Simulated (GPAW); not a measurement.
# InP (F-43m) in GPAW: single point with LDA

Aim: the single point of InP with LDA.

Program: GPAW 26.7.0. These are calculated values, not measurements. Logs are shortened: lines on timing, memory, paths and dates and some standing lists are left out, and cuts for length are marked. The log counts tension as positive stress, the text compression.

**Measured values to compare with.**

From a printed reference work, data compilation, for a bulk crystal of InP at 1.6 K: band gap 1.4236 eV (direct).

How close the calculation comes is told below.

## 1. Starting point

It takes space group F-43m (No. 216, cubic). The conventional cell has a = 5.861 Å, b = 5.861 Å, c = 5.861 Å, α = 90.00°, β = 90.00°, γ = 90.00°. Around In (site symmetry -43m) lie 4 P at 2.54 Å. P (site symmetry -43m) is surrounded by 4 In at 2.54 Å.

## 2. Single point, LDA

run.py reads:

```python
from ase import Atoms
from ase.dft.bandgap import bandgap
from ase.io import write
from ase.units import GPa
from gpaw import GPAW, PW

atoms = Atoms(['In', 'P'],
              cell=[[0.0, 2.9305, 2.9305],
                    [2.9305, 0.0, 2.9305],
                    [2.9305, 2.9305, 0.0]],
              scaled_positions=[[0.0, 0.0, 0.0],
                                [0.75, 0.75, 0.75]],
              pbc=True)

calc = GPAW(mode=PW(450),
            xc='LDA',
            kpts={'size': (6, 6, 6), 'gamma': True},
            occupations={'name': 'fermi-dirac', 'width': 0.05},
            nbands=18,
            maxiter=120,
            txt='gpaw.txt')
atoms.calc = calc
energy = atoms.get_potential_energy()
forces = atoms.get_forces()
stress = atoms.get_stress()
calc.write('gs.gpw')
write('result.traj', atoms)
print(f'Energy: {energy:.6f} eV')
print('Forces (eV/A):')
print(forces.round(4))
print('Stress (GPa):', (stress / GPa).round(3))
print('Fermi level:', round(calc.get_fermi_level(), 4), 'eV')
print(f'Gap: {bandgap(calc)[0]:.4f} eV, direct: {bandgap(calc, direct=True)[0]:.4f} eV')
```

Potentials or basis: the program's PAW data sets (release 1.2.1) made for this functional, pw.

Run with:

```bash
$ OMP_NUM_THREADS=1 python run.py
```

gpaw.txt:

```text
__  _  _
 | _ |_)|_||  |
 |__||  | ||/\| - 26.7.0

Input parameters:
  mode=PW(ecut=450.00000000000006),
  kpts=MonkhorstPack(size=(6, 6, 6), gamma=True),
  maxiter=120,
  nbands=18,
  occupations=Occupations(name='fermi-dirac', width=0.05),
  xc=XC(name='LDA')

Diagonalizing LCAO Hamiltonian
Converting LCAO to pw mode

                     P

       In

Atoms  # Å, Bohr magnetons
|   | symbol |        x |        y |        z |    initial magnetic moments |
|---|--------|----------|----------|----------|-----------------------------|
| 0 |     In | 0.000000 | 0.000000 | 0.000000 | ( 0.0000,  0.0000,  0.0000) |
| 1 |      P | 4.395750 | 4.395750 | 4.395750 | ( 0.0000,  0.0000,  0.0000) |

Unit cell  # Å
| periodic |        x |        y |        z |  lengths |    angles |
|----------|----------|----------|----------|----------|-----------|
|      yes | 0.000000 | 2.930500 | 2.930500 | 4.144353 | 60.000000 |
|      yes | 2.930500 | 0.000000 | 2.930500 | 4.144353 | 60.000000 |
|      yes | 2.930500 | 2.930500 | 0.000000 | 4.144353 | 60.000000 |

Number of symmetries: 24
Symmetry operations  # r_c * U_cc + t_c -> r_c
|    | kind |            matrix            |
|----|------|------------------------------|
|  0 |  E   |  1, 0, 0,  0, 1, 0,  0, 0, 1 |
|  1 |  σ   |  1, 0, 0,  0, 0, 1,  0, 1, 0 |
|  2 |  σ   |  1, 0,-1,  0, 1,-1,  0, 0,-1 |
|  3 |  C3  |  1, 0,-1,  0, 0,-1,  0, 1,-1 |
|  4 |  C3  |  1,-1, 0,  0,-1, 1,  0,-1, 0 |
|  5 |  σ   |  1,-1, 0,  0,-1, 0,  0,-1, 1 |
|  6 |  σ   |  0, 1, 0,  1, 0, 0,  0, 0, 1 |
|  7 |  C3  |  0, 1, 0,  0, 0, 1,  1, 0, 0 |
|  8 |  C2  |  0, 1,-1,  1, 0,-1,  0, 0,-1 |
|  9 |  S4  |  0, 1,-1,  0, 0,-1,  1, 0,-1 |
| 10 |  C3  |  0, 0, 1,  1, 0, 0,  0, 1, 0 |
| 11 |  σ   |  0, 0, 1,  0, 1, 0,  1, 0, 0 |
| 12 |  S4  |  0, 0,-1,  1, 0,-1,  0, 1,-1 |
| 13 |  C3  |  0, 0,-1,  0, 1,-1,  1, 0,-1 |
| 14 |  S4  |  0,-1, 1,  1,-1, 0,  0,-1, 0 |
| 15 |  C2  |  0,-1, 1,  0,-1, 0,  1,-1, 0 |
| 16 |  C3  |  0,-1, 0,  1,-1, 0,  0,-1, 1 |
| 17 |  S4  |  0,-1, 0,  0,-1, 1,  1,-1, 0 |
| 18 |  S4  | -1, 1, 0, -1, 0, 1, -1, 0, 0 |
| 19 |  C3  | -1, 1, 0, -1, 0, 0, -1, 0, 1 |
| 20 |  C3  | -1, 0, 1, -1, 1, 0, -1, 0, 0 |
| 21 |  S4  | -1, 0, 1, -1, 0, 0, -1, 1, 0 |
| 22 |  σ   | -1, 0, 0, -1, 1, 0, -1, 0, 1 |
| 23 |  C2  | -1, 0, 0, -1, 0, 1, -1, 1, 0 |

BZ-sampling:
  Number of BZ points: 216
  Number of IBZ points: 16

  Monkhorst-Pack size: [6, 6, 6]
  Monkhorst-Pack shift: [0.08333333333333333, 0.08333333333333333, 0.08333333333333333]

K-points  # in reciprocal-cell coordinates
|     |                                coordinates |     weight |
|-----|--------------------------------------------|------------|
|   0 | (  0.00000000,   0.00000000,   0.00000000) | 0.00462963 |
|   1 | (  0.16666667,   0.16666667,   0.00000000) | 0.02777778 |
|   2 | (  0.16666667,   0.16666667,   0.16666667) | 0.03703704 |
|   3 | (  0.33333333,   0.16666667,   0.16666667) | 0.05555556 |
|   4 | (  0.33333333,   0.33333333,  -0.33333333) | 0.05555556 |
|   5 | (  0.33333333,   0.33333333,   0.00000000) | 0.02777778 |
|   6 | (  0.33333333,   0.33333333,   0.16666667) | 0.11111111 |
|   7 | (  0.33333333,   0.33333333,   0.33333333) | 0.03703704 |
|   8 | (  0.50000000,   0.33333333,  -0.33333333) | 0.11111111 |
|   9 | (  0.50000000,   0.33333333,  -0.16666667) | 0.05555556 |
| ... |                                            |            |
|  15 | (  0.50000000,   0.50000000,   0.50000000) | 0.01851852 |

Plane wave coefficients: 1113
Cutoff: 450.00000000000006 eV

Spin-components: 1 (collinear spins)
Bands:           18
Projectors:      11
Spin-degeneracy: 2
Datatype:        complex128

Parallelization:
  kpt:    1
  domain: 1
  band:   1

Density:
  Valence electrons: 18.0
  Components: 1
  Grid points: [21 21 21]
  Charge: 0.0  # |e|

Potential:
  Grid points: [21 21 21]

species:
  In:
    name:    Indium
    Z:       49.0
    valence: 13
    core:    36
    charge:  0.0  # [|e|]
    compensation charges:
      type: gauss
      rc: 0.36  # [Å]
      lmax: 2
    cutoffs:
      filter: 2.09  # [Å]
      core: 2.48  # [Å]
    projectors
    | kind |    occ | energy [eV] | rcut [Å] |
    |------|--------|-------------|----------|
    |   5s |  2.000 |      -8.474 |    1.185 |
    |   5p |  1.000 |      -2.700 |    1.244 |
    |   4d | 10.000 |     -18.723 |    1.148 |
    |    s |        |      18.738 |    1.185 |
    |    p |        |      24.512 |    1.244 |
    |    d |        |       8.489 |    1.148 |

    Using partial waves for In as LCAO basis

  P:
    name:    Phosphorus
    Z:       15.0
    valence: 5
    core:    10
    charge:  0.0  # [|e|]
    compensation charges:
      type: gauss
      rc: 0.30  # [Å]
      lmax: 2
    cutoffs:
      filter: 1.69  # [Å]
      core: 1.81  # [Å]
    projectors
    | kind |    occ | energy [eV] | rcut [Å] |
    |------|--------|-------------|----------|
    |   3s |  2.000 |     -14.015 |    0.953 |
    |   3p |  3.000 |      -5.596 |    0.953 |
    |    s |        |      13.197 |    0.953 |
    |    p |        |      21.615 |    0.953 |
    |    d |        |       0.000 |    0.953 |

    Using partial waves for P as LCAO basis

Reference energy: -169106.896229  # eV

eigensolver:
  PPCG
  Converge bands: occupied
  niter=2

density mixing:
  MSR1-Mixer
  Pratt-step length: 0.05
  Maximum mixing coefficient: 0.75
  Old densities: 10
  SVD Regularization: 0.005
  Good broyden scale: 1.0
  Trust region scale: 1.0
  Backstep threshold: 4.0
  History deletion threshold: 6.0
  Fourier metric: weight=20.0, sigma=0.015

occupation numbers:
  Fermi-Dirac:
    width: 0.0500  # eV

poisson solver:
  ecut: 3600.0000000000005  # eV

xc functional:
  name: None

convergence criteria:
- Maximum [total energy] change in last 3 cyles: 0.0005 eV / valence electron
- Maximum integral of absolute [dens]ity change: 0.0001 electrons / valence electron
- Maximum integral of absolute [eigenst]ate change: 4e-08 eV^2 / valence electron
maximum number of iterations: 120

SCF iterations
|iter     | |      energy | eigst |  dens |
|---------|-|-------------|-------|-------|
|iter:   1| |  -10.214695 | -0.36 |       |
|iter:   2| |  -10.139680 | -2.28 | -1.13 |
|iter:   3| |   -9.844551 | -1.85 | -1.18 |
|iter:   4| |   -9.839114 | -3.40 | -1.77 |
|iter:   5| |   -9.838469c| -4.10 | -2.31 |
|iter:   6| |   -9.838481c| -5.58 | -3.10 |
|iter:   7| |   -9.838483c| -6.61 | -3.61 |
|iter:   8| |   -9.838483c| -8.35c| -4.68c|

Converged in 8 steps
Energy contributions relative to reference atoms: (reference = -169106.896229)

Energy contributions:
  Kinetic:          19.441975
  Coulomb:         -17.987435
  Zero:              0.174178
  External:          0.000000
  Xc:              -11.467161
  Entropy:          -0.000081
  Spinorbit:         0.000000
  ----------------------------
  Free energy:      -9.838524
  Extrapolated:     -9.838483

dipole moment: (-17.018620, -17.018620, -17.018620)  # |e|*Ang

Fermi level: 4.945
Eigenvalues  # (at kpt = [0.000, 0.000, 0.000])
| band index |      eig [eV] | occ [0-2] |
|------------|---------------|-----------|
|          0 |        -9.409 |     2.000 |
|          1 |        -9.409 |     2.000 |
|          2 |        -9.409 |     2.000 |
|          3 |        -9.250 |     2.000 |
|          4 |        -9.250 |     2.000 |
|          5 |        -6.886 |     2.000 |
[... 10 lines left out ...]
|         16 |        15.703 |     0.000 |
|         17 |        15.703 |     0.000 |

Gap: 0.473 eV
Transition (v -> c):
  (s=0, k=0, n=8, [0.00, 0.00, 0.00]) -> (s=0, k=0, n=9, [0.00, 0.00, 0.00])
No difference between direct/indirect transitions

Forces  # eV/Ang
|        x |        y |       z |
|----------|----------|---------|
| -0.00000 | -0.00000 | 0.00000 |  # In   0
|  0.00000 | -0.00000 | 0.00000 |  # P    1

Stress tensor  # eV/Ang^3
|         x |         y |         z |
|-----------|-----------|-----------|
|  0.016536 | -0.000000 | -0.000000 |
| -0.000000 |  0.016536 |  0.000000 |
| -0.000000 |  0.000000 |  0.016536 |

# Writing to gs.gpw (mode='')
```

It took 6.3 s on 1 thread of Arm Neoverse V2, shared host; peak memory 0.13 GiB.

Results:

```yaml
Free_energy: -9.8385 eV
Pressure: -2.6 GPa
Band_gap_on_the_k_mesh: 0.47 eV, direct
```

Levels at points of the mesh, in eV from the valence-band top:
| k point | band 6 | band 7 | band 8 | band 9 | band 10 | band 11 | band 12 | band 13 |
| --- | --- | --- | --- | --- | --- | --- | --- | --- |
| (0.00, 0.00, 0.00) | -11.57 | 0.00 | 0.00 | 0.00 | 0.47 | 3.93 | 3.93 | 3.93 |
| (0.50, 0.50, 0.00) | -9.13 | -5.88 | -2.38 | -2.38 | 1.59 | 2.12 | 8.98 | 9.39 |
| (0.50, 0.50, 0.50) | -9.80 | -5.85 | -1.00 | -1.00 | 1.30 | 4.68 | 4.68 | 6.90 |

Caveat: the cutoff is short for stress and forces, so pressures can be off by a GPa or more; spin-orbit coupling is left out, which moves the levels of the heavy elements.

## 3. Against experiment

Step 2. Against the measured gap of InP, 1.4236 eV (direct; 1.6 K; a printed reference work, data compilation), the calculated 0.47 eV is off by -0.95 eV. Spin-orbit coupling on In is left out. The value is that of LDA, without temperature or zero-point motion. Semilocal functionals fall short of measured gaps as a rule.
